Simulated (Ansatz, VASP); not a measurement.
## MgO in VASP and in Ansatz

The input INCAR:

```
  PREC = Accurate
  ENCUT = 520
  EDIFF = 1E-6
  ISMEAR = 0
  SIGMA = 0.05
  LREAL = False
  LASPH = True
  NELM = 80
  ALGO = Normal
  ISIF = 2
  LWAVE = False
  LCHARG = False
  GGA = PS
  NBANDS = 11
```

The input KPOINTS:

```
Automatic mesh
0
Gamma
  9 9 8
```

POSCAR

```
MgO
1.0
    2.9380209034      0.0000000000      0.0000000000
   -1.4690104517      2.5444007392      0.0000000000
    0.0000000000      0.0000000000      2.6796800000
Mg O
1 1
Direct
   -0.0196509926     -0.0393019851     -0.0746357774
    0.3333333333      0.6666666667      0.5000000000
```

Input for Ansatz:

```yaml
crystal:
  lattice:
    - [2.9380209034, 0.0, 0.0]
    - [-1.4690104517, 2.5444007392, 0.0]
    - [0.0, 0.0, 2.67968]
  atoms:
    - { symbol: Mg, position: [-0.0196509926, -0.0393019851, -0.0746357774] }
    - { symbol: O, position: [0.3333333333, 0.6666666667, 0.5] }
basis:
  ecutwfc: 420
kpoints:
  mp_grid: { grid: [9, 9, 8] }
hamiltonian:
  xc: pbesol
scf:
  occupations: { method: gaussian, width: 0.05 }
output:
  forces: true
  stress: true
  eigenvalues: true
```

Alike in both runs: task single point; functional PBEsol; k mesh 9 × 9 × 8; occupations gaussian, width 0.05 eV; no spin polarisation.

|  | VASP | Ansatz |
| --- | --- | --- |
| version | VASP 6.6.1 | Ansatz 0.2.0 |
| potentials or method | VASP PAW PBE potentials, release 64 (Mg, O) | scalar-relativistic, plane waves, PAW |
| plane-wave cutoff (eV) | 520 | 420 |
| valence electrons in the cell | 8 | 16 |

|  | VASP | Ansatz | Ansatz less VASP |
| --- | --- | --- | --- |
| gap on the k mesh at the Fermi level (eV) | 2.87 | 2.87 | +0.002 |
| least direct gap on the mesh (eV) | 3.33 | 3.33 | 0.000 |
| pressure (GPa) | -0.2 | 0.2 | +0.37 |
| largest component of the traceless stress (GPa) | 2.99 | 2.96 | -0.033 |
| rms of the force components (eV/Å) | 0.490 | 0.483 | -0.0069 |

Atom by atom the forces differ by 0.007 eV/Å (rms over components). The two sets of potentials don't hold the same shells in valence.

Caveats: the PAW data sets were made with another functional, which shifts forces and pressure a little (VASP); an odd mesh through Γ misses points on the zone boundary, where band edges often lie.
